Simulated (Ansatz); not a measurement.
Level of theory: DFT PBE, scalar-relativistic, plane waves, PAW (Ansatz). Cutoff 420 eV, Γ-centred meshes of about 0.25 Å⁻¹ or finer for metals and 0.3 Å⁻¹ for insulators (2π included), Gaussian smearing. No spin polarisation.

All energies are static (0 K, no zero-point motion).

Compare these two cells of TiAl₃, each relaxed at this level.

A.

```xyz
4
Lattice="-1.9227 1.9227 4.3109 1.9227 -1.9227 4.3109 1.9227 1.9227 -4.3109" Properties=species:S:1:pos:R:3 pbc="T T T"
Ti    0.0000    0.0000    0.0000
Al    0.0000    1.9227    2.1554
Al    1.9227    0.0000    2.1554
Al    0.0000    0.0000    4.3109
```

B.

```xyz
8
Lattice="-1.9494 1.9494 8.3310 1.9494 -1.9494 8.3310 1.9494 1.9494 -8.3310" Properties=species:S:1:pos:R:3 pbc="T T T"
Ti    0.0000    0.0000    1.9835
Ti    0.0000    0.0000   14.6786
Al    0.0000    1.9494    0.0000
Al    1.9494    0.0000    0.0000
Al    0.0000    1.9494    4.1655
Al    0.0000    0.0000   10.4125
Al    1.9494    0.0000    4.1655
Al    0.0000    0.0000    6.2496
```

Question: Which is lower in energy, and by how much?

Answer: They are level within the accuracy (6 meV/atom apart, with B the lower in these runs). A has the TiAl3 (D0_22) type, space group I4/mmm (No. 139), 15.9 Å³/atom and no gap on its mesh; B has Ti and Al ordered on fcc sites, space group I4/mmm (No. 139), 15.8 Å³/atom and no gap. In A, Ti has 4 Al at 2.72 Å and 8 Al at 2.89 Å; around Al on a site of symmetry -4m2 lie 4 Al at 2.72 Å, 4 Al at 2.89 Å and 4 Ti at 2.89 Å; around Al on a site of symmetry 4/mmm lie 4 Ti at 2.72 Å and 8 Al at 2.89 Å. In B, around Ti lie 12 Al at 2.76–2.93 Å; around Al on a site of symmetry mmm lie 8 Al at 2.76–2.85 Å and 4 Ti at 2.78 Å; Al on a site of symmetry -4m2 is surrounded by 8 Al at 2.76–2.85 Å and 4 Ti at 2.93 Å; 1 more site not described. Both come from trial cells of a structure search.

The k mesh leaves some 4 meV/atom of noise in the energy of each metallic cell. Trial moments fell under 0.15 μB along the way in I4/mmm; another start might hold them. With atoms moved at random, A and B came back.
